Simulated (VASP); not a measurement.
Here is a VASP 6.6.1 calculation.

INCAR

```
  ALGO = Normal
  EDIFF = 1E-6
  EDIFFG = -0.002
  ENCUT = 600
  GGA = PS
  IBRION = 2
  ISIF = 3
  ISMEAR = -1
  LASPH = True
  LCHARG = False
  LREAL = False
  LWAVE = False
  NELM = 100
  NSW = 100
  PREC = Accurate
  SIGMA = 0.1
```

Contents of KPOINTS:

```
k-points
0
Gamma
  12 12 12
```

Contents of POSCAR:

```
P
1.0
    1.7257251780      0.9963478961      3.1296800121
   -1.7257251780      0.9963478961      3.1296800121
    0.0000000000     -1.9926957921      3.1296800121
P
2
Direct
    0.2270802500      0.2270802500      0.2270802500
    0.7729197500      0.7729197500      0.7729197500
```

Potentials or basis: VASP PAW PBE potentials, release 64 (P).

The run is started by

```bash
$ cat potpaw_PBE.64/P/POTCAR > POTCAR
$ mpirun -np 1 vasp_std > vasp.out
```

Question: What does it give for the relaxed cell?

Answer: a = 3.555 Å, b = 3.555 Å, c = 3.555 Å, α = 57.88°, β = 57.88°, γ = 57.88°.

Question: Predict the space group after relaxing (to 0.05 Å).

Answer: R-3m (No. 166).

Final structure:
```xyz
2
Lattice="1.7204 0.9932 2.9487 -1.7204 0.9932 2.9487 0.0000 -1.9865 2.9487" Properties=species:S:1:pos:R:3 pbc="T T T"
P     0.0000    0.0000    2.0607
P     0.0000    0.0000    6.7854
```
